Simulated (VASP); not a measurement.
# FeSi2 (Linzhiite): phonons with r2SCAN

The system is FeSi2 (Linzhiite).

```xyz
3
Lattice="2.6810 0.0000 0.0000 0.0000 2.6810 0.0000 0.0000 0.0000 5.1044" Properties=species:S:1:pos:R:3 pbc="T T T"
Fe    0.0000    2.6810    0.0000
Si    1.3405    1.3405    1.3856
Si    1.3405    1.3405    3.7188
```

```
Program                : VASP 6.6.1
Task                   : phonons
Functional             : r2SCAN
Potentials or basis    : VASP PAW PBE potentials, release 64 (Fe, Si)
Cutoff                 : 600 eV
k mesh                 : 14 × 14 × 8
Occupations            : methfessel-paxton, width 0.1 eV
Spin                   : no spin polarisation
By perturbation theory : no
Further INCAR settings : ALGO = Normal; EDIFF = 1e-08; IBRION = 6; POTIM = 0.015; NSW = 1
```

```yaml
Highest_phonon_frequency_at_Γ_LO-TO_splitting_left_out: 569 cm⁻¹
```

Phonon frequencies in cm⁻¹ (negative: imaginary):
| q point | frequencies |
| --- | --- |
| (0.000, 0.000, 0.000) | 0 0 0 239 239 297 297 371 569 |

It took 23 min on 1 thread of Intel(R) Xeon(R) 6975P-C (Granite Rapids), on a shared host, peak memory 0.58 GiB.

 Spin polarisation is off, so any magnetic state and its effect on volume and gap are missing.
